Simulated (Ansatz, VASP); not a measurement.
Cr: VASP beside Ansatz

The input INCAR:

```
SYSTEM = Cr
PREC = Accurate ; ENCUT = 600
EDIFF = 1E-7 ; ISMEAR = -1
SIGMA = 0.1 ; LREAL = .False.
LASPH = .True. ; NELM = 80
ALGO = Normal ; ISIF = 3
LWAVE = .False. ; LCHARG = .False.
GGA = RP ; IBRION = 2
NSW = 80 ; EDIFFG = -0.01
```

KPOINTS

```
regular mesh
0
Gamma
  15 15 15
  0 0 0
```

The input POSCAR:

```
Cr
1.0
   -1.4419500000      1.4419500000      1.4419500000
    1.4419500000     -1.4419500000      1.4419500000
    1.4419500000      1.4419500000     -1.4419500000
Cr
1
Direct
    0.0000000000      0.0000000000      0.0000000000
```

Input for Ansatz:

```yaml
crystal:
  lattice:
    - [-1.44195, 1.44195, 1.44195]
    - [1.44195, -1.44195, 1.44195]
    - [1.44195, 1.44195, -1.44195]
  atoms:
    - { symbol: Cr, position: [0.0, 0.0, 0.0] }
hamiltonian:
  xc: rpbe
  pseudopotentials:
    kind: paw
    azcp:
      Cr: "pseudopotentials/Cr.paw.azcp"
basis:
  ecutwfc: 420
  fft_grid_basis: typed
kpoints:
  mp_grid: { grid: [15, 15, 15], shift: [0, 0, 0] }
magnetization:
  spin_polarized: false
scf:
  occupations: { method: fermi_dirac, width: 0.1 }
relax:
  max_steps: 60
  f_tol: 0.01
  cell: {}
```

Alike in both runs: task relaxation of cell and atoms; functional RPBE; k mesh 15 × 15 × 15; occupations fermi-dirac, width 0.1 eV; no spin polarisation.

```csv
,VASP,Ansatz
version,VASP 6.6.1,Ansatz 0.2.0
potentials or method,"VASP PAW PBE potentials, release 64 (Cr_pv)","plane waves (420 eV) with PAW, scalar-relativistic"
plane-wave cutoff (eV),600,420
valence electrons in the cell,12,14
```

```csv
,VASP,Ansatz,Ansatz less VASP
relaxed volume (Å³/atom),11.78,11.80,+0.020
relaxed cell length with the largest relative difference (Å),2.483,2.484,+0.0014
energy change over the relaxation (meV/atom),-3,-2,+0.6
```

The two sets of potentials don't hold the same shells in valence.

Caveats: the PAW data sets were made with another functional, which shifts forces and pressure a little (VASP); the run has no spin polarisation, though such a crystal can be magnetic. Spin polarisation is off, so any magnetic state and its effect on volume and gap are missing.
